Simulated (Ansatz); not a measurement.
BeO:
```
BeO
1.0
    2.71175     0.00000     0.00000
   -1.35588     2.34845     0.00000
    0.00000     0.00000     4.40444
Be O
2 2
Cartesian
  1.35588   0.78282   0.00047
  0.00000   1.56563   2.20268
  1.35588   0.78282   1.66441
  0.00000   1.56563   3.86663
```

x, y and z are the axes in which the lattice vectors are written.

Give the high-frequency dielectric tensor and the Born effective charge tensors of the independent atoms from DFPT, PBE (plane waves, PAW; program Ansatz).


ε∞:
```
3.08  0.00  0.00
0.00  3.08  0.00
0.00  0.00  3.14
```
Z* of atom 1 (Be), rows: field, columns: displacement, in e:
```
1.80  0.00  0.00
0.00  1.80  0.00
0.00  0.00  1.86
```
Z* of atom 3 (O), rows: field, columns: displacement, in e:
```
-1.80   0.00   0.00
 0.00  -1.80   0.00
 0.00   0.00  -1.86
```

Static charges for comparison (Bader): Be1 +1.73, O3 -1.73 e. Born charges measure polarisation by displacement and can exceed these by far.

Space group P6_3mc (wurtzite). Symmetry was held in the PBE relaxation; phonons on a q-mesh show no instability.

Potentials: the later of the program's two PAW sets.
